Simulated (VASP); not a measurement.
## SnO (strained database structure): one PBE single-point calculation in two programs

```
CELL_PARAMETERS angstrom
3.86844 0.00000 0.00000
0.00000 3.86844 0.00000
0.00000 0.00000 4.85355
ATOMIC_POSITIONS crystal
Sn 0.00000 0.50000 0.23208
Sn 0.50000 0.00000 0.76792
O 0.50000 0.50000 0.00000
O 0.00000 0.00000 0.00000
```

Datasets and cutoffs are each program's own. VASP's cell holds 40 valence electrons and Ansatz's 40. Ansatz's stress includes a Pulay correction; VASP's doesn't.

Cutoffs: 520 eV in VASP, 420 eV in Ansatz. k meshes: 6×6×6 and 6×6×6.

|  | VASP | Ansatz |
| --- | --- | --- |
| gap between bands v and c | 0.41 eV | 0.40 eV |
| least direct gap | 1.95 eV | 1.98 eV |
| pressure | 2.4 GPa | 2.2 GPa |
| largest force | 0.54 eV/Å | 0.45 eV/Å |

Band v is the last that the valence electrons fill when counted band by band, and c is the next. Levels in eV from the top of v, Ansatz:

```csv
point,v−1,v,c,c+1
Γ,-3.09,-0.03,2.02,4.36
X,-2.40,-2.40,3.28,3.28
M,-1.69,-1.69,0.40,0.40
Z,-3.10,-1.86,1.61,3.17
R,-1.52,-1.52,2.68,2.68
A,-2.42,-2.42,2.63,2.63
```

VASP:

| point | v−1 | v | c | c+1 |
| --- | --- | --- | --- | --- |
| Γ | -3.10 | -0.03 | 1.99 | 4.34 |
| X | -2.38 | -2.38 | 3.27 | 3.27 |
| M | -1.67 | -1.67 | 0.41 | 0.41 |
| Z | -3.11 | -1.85 | 1.56 | 3.17 |
| R | -1.50 | -1.50 | 2.68 | 2.68 |
| A | -2.43 | -2.43 | 2.64 | 2.64 |

Forces (eV/Å), VASP:

```json
{"atom": "Sn", "Fx": "0.000", "Fy": "0.000", "Fz": "0.536"}
{"atom": "Sn", "Fx": "0.000", "Fy": "0.000", "Fz": "-0.536"}
{"atom": "O", "Fx": "0.000", "Fy": "0.000", "Fz": "0.000"}
{"atom": "O", "Fx": "0.000", "Fy": "0.000", "Fz": "0.000"}
```

Ansatz:

```
atom     Fx     Fy      Fz
  Sn  0.000  0.000   0.452
  Sn  0.000  0.000  -0.452
   O  0.000  0.000   0.000
   O  0.000  0.000   0.000
```
